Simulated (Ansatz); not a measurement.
BaTe in the rocksalt structure (r2SCAN geometry), in Ansatz:

```cif
data_structure
_symmetry_space_group_name_H-M 'Fm-3m'
_symmetry_Int_Tables_number 225
_cell_length_a 7.0648
_cell_length_b 7.0648
_cell_length_c 7.0648
_cell_angle_alpha 90.000
_cell_angle_beta 90.000
_cell_angle_gamma 90.000
_cell_volume 352.61
loop_
_atom_site_label
_atom_site_type_symbol
_atom_site_symmetry_multiplicity
_atom_site_Wyckoff_symbol
_atom_site_fract_x
_atom_site_fract_y
_atom_site_fract_z
_atom_site_occupancy
Ba1 Ba 4 a 0.00000 0.00000 0.00000 1
Te1 Te 4 b 0.50000 0.00000 0.00000 1
```

G0W0@PBE with 483 empty bands, a screening cutoff of 180 eV and a 4×4×4 mesh (PAW, contour deformation) gives 2.705 eV over the mesh points, from a PBE gap of 1.650 eV; it sums over 496 bands with 531 plane waves in the screening and a wave cutoff of 420 eV. The G0W0 figures hold for the stated bands, cutoff and mesh and aren't extrapolated. Calculated for a static, non-magnetic cell.

Problem. Estimate the gap with starting point HSE06.

Solution. 3.064 eV (+0.359 eV), from a Kohn-Sham gap of 2.347 eV.

Problem. Another run gave a Kohn-Sham gap of 1.652 eV and a G0W0 gap of 2.687 eV, summing over 496 bands with 531 plane waves in the screening and a wave cutoff of 1120 eV. What was changed?

Solution. Potentials of the kind norm-conserving. The wave cutoff gives it away.

No spin-orbit coupling is included; it can move band edges with weight on the heavy atoms by tenths of an eV.
